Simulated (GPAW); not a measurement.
A run of GPAW 26.7.0 is set up as follows.

The input run.py:

```python
from ase.dft.bandgap import bandgap
from ase.io import read, write
from ase.units import GPa
from gpaw import GPAW, PW

atoms = read('PtSe2.xyz')

calc = GPAW(mode=PW(600),
            xc='PBE',
            kpts={'size': (8, 8, 5), 'gamma': True},
            occupations={'name': 'methfessel-paxton', 'order': 0, 'width': 0.020999999999999998},
            nbands=26,
            convergence={'density': 1e-05, 'energy': 1e-05},
            maxiter=150,
            txt='gpaw.txt')
atoms.calc = calc
energy = atoms.get_potential_energy()
forces = atoms.get_forces()
stress = atoms.get_stress()
calc.write('gs.gpw')
write('result.traj', atoms)
print(f'Energy: {energy:.6f} eV')
print('Forces (eV/A):')
print(forces.round(4))
print('Stress (GPa):', (stress / GPa).round(3))
print('Fermi level:', round(calc.get_fermi_level(), 4), 'eV')
print(f'Gap: {bandgap(calc)[0]:.4f} eV, direct: {bandgap(calc, direct=True)[0]:.4f} eV')
```

File PtSe2.xyz:

```xyz
3
Lattice="3.7240000000 0.0000000000 0.0000000000 -1.8620000000 3.2250786037 0.0000000000 0.0000000000 0.0000000000 5.0620000000" Properties=species:S:1:pos:R:3 pbc="T T T"
Pt     0.0000000000      0.0000000000      0.0000000000
Se     1.8620000002      1.0750262011      3.7965000000
Se    -0.0000000002      2.1500524026      1.2655000000
```

Potentials or basis: GPAW PAW data sets (gpaw-data 1.2.1), pw.

Run with:

```bash
$ OMP_NUM_THREADS=1 python run.py
```

(1) Estimate the pressure.

(2) What does it give for the largest force?

(3) Estimate the band gap on the k mesh.

## Answers

(1) 7.4 GPa.

(2) 0.600 eV/Å.

(3) none (metal or under the smearing width).
